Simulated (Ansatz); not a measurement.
FeS2: gradients before and after relaxing the atoms

Start: a structure deposited in the COD (the entry's cell lengths or inner coordinates differ somewhat from later room-temperature determinations).

Space group Pnnm (No. 58); a = 4.4400, b = 5.3900, c = 3.3700 Å.

| site | Wyckoff | site symmetry | x | y | z |
| --- | --- | --- | --- | --- | --- |
| Fe | 2a | ..2/m | 0.0000 | 0.0000 | 0.0000 |
| S | 4g | ..m | 0.2030 | 0.3750 | 0.0000 |

One atom of each set is listed.

All values are calculated (Ansatz; DFT, PBE, plane waves and PAW, scalar-relativistic, collinear spin, 420 eV cutoff, Γ-centred 10×8×13 k-points, Fermi–Dirac smearing 0.05 eV), not measured. Start moments as typed (μB): 3 on each Fe, none on the rest.

The largest force at the start is 0.19 eV/Å. Relaxing the ions at fixed cell moves them by 0.012 Å at most (atom 5, S) and 0.010 Å rms. End positions:

Fe (0.0000, 0.0000, 0.0000)
S (0.2058, 0.3753, 0.0000)

```json
{"site": "Fe", "moved (Å)": "0.000", "first shell before": "6 S at 2.21–2.24 Å", "first shell after": "6 S at 2.22–2.24 Å", "V_zz before (10²¹ V/m²)": "-2.92", "η before": "0.72"}
{"site": "S", "moved (Å)": "0.012", "first shell before": "3 Fe at 2.21–2.24 Å, 1 S at 2.25 Å", "first shell after": "3 Fe at 2.22–2.24 Å, 1 S at 2.27 Å", "V_zz before (10²¹ V/m²)": "13.82", "η before": "0.25"}
```

Problem. How do the gradients change?

Solution. 

| site | V_zz after | η after | change of V_zz |
| --- | --- | --- | --- |
| Fe | -3.03 | 0.78 | -0.11 |
| S | 13.58 | 0.27 | -0.24 |

The largest change of V_zz is on S, from 13.82 to 13.58. In per cent, |V_zz| changes by +4 on Fe, -2 on S (all sites that start above 0.5).

With these PAW files V_zz is typically within 2 to 3 % of all-electron values, but misses above 10 % occur on Fe. The start moments die out, and the run ends without spin.
